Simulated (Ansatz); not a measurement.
6 insulators and semiconductors (one withheld from the table), relaxed with r2SCAN and computed in Ansatz, in order of their electronic dielectric constant. No spin polarisation and no zero-point or thermal motion.

```json
{"solid": "BaF2 (fluorite)", "mean ε∞, r2SCAN": "2.3", "gap, r2SCAN (eV)": "7.41", "gap, HSE06 (eV)": "8.76", "gap, PBE0 (eV)": "9.53", "PBE0 − HSE06 (eV)": "+0.77"}
{"solid": "Na2S (antifluorite)", "mean ε∞, r2SCAN": "3.2", "gap, r2SCAN (eV)": "3.09", "gap, HSE06 (eV)": "3.53", "gap, PBE0 (eV)": "4.20", "PBE0 − HSE06 (eV)": "+0.67"}
{"solid": "AlN (zincblende)", "mean ε∞, r2SCAN": "4.3", "gap, r2SCAN (eV)": "3.94", "gap, HSE06 (eV)": "4.55", "gap, PBE0 (eV)": "5.28", "PBE0 − HSE06 (eV)": "+0.73"}
{"solid": "BaS (rocksalt)", "mean ε∞, r2SCAN": "4.4", "gap, r2SCAN (eV)": "2.58", "gap, HSE06 (eV)": "3.14", "gap, PBE0 (eV)": "3.83", "PBE0 − HSE06 (eV)": "+0.69"}
{"solid": "BP (zincblende)", "mean ε∞, r2SCAN": "8.7", "gap, r2SCAN (eV)": "1.41", "gap, HSE06 (eV)": "1.96", "gap, PBE0 (eV)": "2.66", "PBE0 − HSE06 (eV)": "+0.70"}
```

Task: MgS (rocksalt) has a = 5.203 Å and an r2SCAN gap of 3.46 eV. Estimate its row.

Result:

| solid | mean ε∞, r2SCAN | gap, r2SCAN (eV) | gap, HSE06 (eV) | gap, PBE0 (eV) | PBE0 − HSE06 (eV) |
| --- | --- | --- | --- | --- | --- |
| MgS (rocksalt) | 4.9 | 3.46 | 3.80 | 4.53 | +0.73 |

HSE06 opens the r2SCAN gap by 0.34 to 1.35 eV; the correlation with 1/ε∞ is 0.75, and six solids can't settle a trend.

The runs are scalar-relativistic, without spin-orbit coupling.

The meshes of the hybrids are coarse, so their gaps aren't converged to the digits shown.
